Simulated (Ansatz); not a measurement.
PtSe2 (Sudovikovite):

```
CELL_PARAMETERS angstrom
3.72400 0.00000 0.00000
-1.86200 3.22508 0.00000
0.00000 0.00000 5.06200
ATOMIC_POSITIONS crystal
Pt 0.00000 0.00000 0.00000
Se 0.66667 0.33333 0.75000
Se 0.33333 0.66667 0.25000
```

Program: Ansatz 0.2.0. Alike in all runs: task single point; level HSE06 form with a typed share of exact exchange; potentials or basis Ansatz PAW; no spin polarisation; cell as given; k mesh 4 × 4 × 3; cutoff (eV) 420; smearing fermi-dirac 0.05 eV; the mesh is coarse, so values aren't converged.

Q: Order these runs on this cell by their pressure, lowest first.
A. share of exact exchange 0.4
B. share of exact exchange 0.5
C. share of exact exchange 0.3

A: B (-1.8 GPa), A (-0.1 GPa), C (1.6 GPa).

Caveats: all runs use coarse meshes; the PAW data sets come from PBE, with cores solved anew for the run's functional, which leaves a small shift of forces and pressure; the thresholds are loose for stress.
